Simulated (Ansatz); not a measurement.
Here is an Ansatz 0.2.0 calculation.

File input.yaml:

```yaml
crystal:
  lattice:
    - [-1.62547, 1.62547, 2.4737]
    - [1.62547, -1.62547, 2.4737]
    - [1.62547, 1.62547, -2.4737]
  atoms:
    - { symbol: In, position: [0.0, 0.0, 0.0] }
hamiltonian:
  xc: pbe
  pseudopotentials: { kind: paw }
kpoints:
  mp_grid: { grid: [11, 11, 11] }
scf:
  occupations: { method: gaussian, width: 0.017 }
output:
  forces: true
  stress: true
  eigenvalues: true
```

Potentials or basis: Ansatz PAW.

Command:

```sh
$ ansatz run input.yaml --threads 2 --pin off --max-ram 5632MiB --backend cpu --events-out ev --progress --plain --runs-dir out
```

(1) Predict the pressure.

(2) Predict the band gap on the k mesh.

Answers

(1) 2.0 GPa.

(2) none (metal or under the smearing width).
